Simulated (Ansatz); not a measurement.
SiO2: XPS core lines

Cell: a COD entry (perhaps calculated rather than measured), ions relaxed with PBE at fixed cell, repeated to a supercell; a hole's nearest image is 6.7 Å away.

```cif
data_SiO2
_symmetry_space_group_name_H-M 'I-42d'
_symmetry_Int_Tables_number 122
_cell_length_a 4.7481
_cell_length_b 4.7481
_cell_length_c 7.4880
_cell_angle_alpha 90.000
_cell_angle_beta 90.000
_cell_angle_gamma 90.000
loop_
_atom_site_label
_atom_site_type_symbol
_atom_site_symmetry_multiplicity
_atom_site_Wyckoff_symbol
_atom_site_fract_x
_atom_site_fract_y
_atom_site_fract_z
Si1 Si 4 a 0.0000 0.5000 0.2500
O9 O 8 d 0.3736 0.7500 0.6250
```

One atom of each set is listed; the run and its k-mesh use a cell of 24 atoms with edges of 7.49, 6.71, 10.06 Å.

Method: Kohn–Sham DFT in Ansatz, PBE, plane waves and PAW, scalar-relativistic, 420 eV cutoff, Γ-centred 4×4×4 k-points, fixed occupations.

Each value is a total-energy difference between the cell with one core hole and the ground state (ΔSCF), counted from the top of the valence band. The cell with the hole is spin-polarised, as the shell with the hole is left with one unpaired spin. The periodic images are corrected with the calculated ε∞ = 2.31, 2.31, 2.38.

Problem. What binding energies does the calculation give for Si 2p, O 1s?

Solution. 

```tsv
line	atom	first shell	E_B (eV)	j = l + ½ / j = l − ½ (eV)
Si 2p	1	4 O at 1.63 Å	99.6	99.4 / 100.1
O 1s	9	2 Si at 1.63 Å, angle 137°	528.5	–
```

For p, d and f shells E_B is the weighted mean of the two lines, whose splitting comes from the free atom's Dirac orbitals.

The program doubts some values: the potential far from the hole hasn't levelled off. Absolute PBE values can be off by an eV or more. Multiplets, satellites and widths aren't calculated.

Hardware: 1 thread of Intel Xeon 6975P-C (Granite Rapids) (x86_64; 16 cores open to the job, memory cap 3.0 GiB, no GPU), a shared host with a load of 0.3 a core. Wall time 3.1 min, CPU time 3.1 min, peak memory 1.3 GiB.
